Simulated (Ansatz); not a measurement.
We consider rock-salt NaBr, described by RPBE in Ansatz (plane waves, PAW).

Numerical settings: plane-wave cutoff 520 eV, 10×10×10 k mesh, Fermi–Dirac smearing 0.01 eV, scalar-relativistic PAW data made under PBE.

Pressure at four volumes; x = ln(V/29.713 Å³). One pressure is withheld.

```
V (Å³/atom)        x  P (GPa)
-----------  -------  -------
27.930       -0.0619    1.137
29.713        0.0000    0.000
30.901        0.0392   -0.574
31.495        0.0582        ?
```

Task: Pass a parabola P(x) through the three rows shown, estimate the bulk modulus and its pressure derivative near zero pressure, and predict the withheld pressure.

Result: Slopes between the rows: (0.000 − (1.137))/(0.0000 − (-0.0619)) = -18.37 and (-0.574 − (0.000))/(0.0392 − (0.0000)) = -14.64 GPa. Their difference over the span 0.1011 is c = 3.73/0.1011 = 36.9 GPa, so P(x) = 1.137 + (-18.37)(x − (-0.0619)) + 36.9 (x − (-0.0619))(x − (0.0000)). At the middle row B = −dP/dx = −[-18.37 + 36.9 × 0.0619] = 16.1 GPa, and B′ = dB/dP = 2c/B = 4.6. At x = 0.0582 the parabola gives -0.811 GPa; the run gives -0.818 GPa. The Birch–Murnaghan fit to the energies at all volumes has B0 = 16.0 GPa and B′ = 4.5.

Measured, for comparison: bulk modulus 22.6 GPa (4 K, zero-point motion not removed; as tabulated in Doll and Stoll (1998), arXiv:cond-mat/9801031). Computed (rounded) less measured: bulk modulus -29 %.

Note: the cell is over a tenth larger than the published one: the level's own overestimate first of all, though another phase or state, or a fault of the published cell, is possible.

Ansatz is a program for electronic structure.
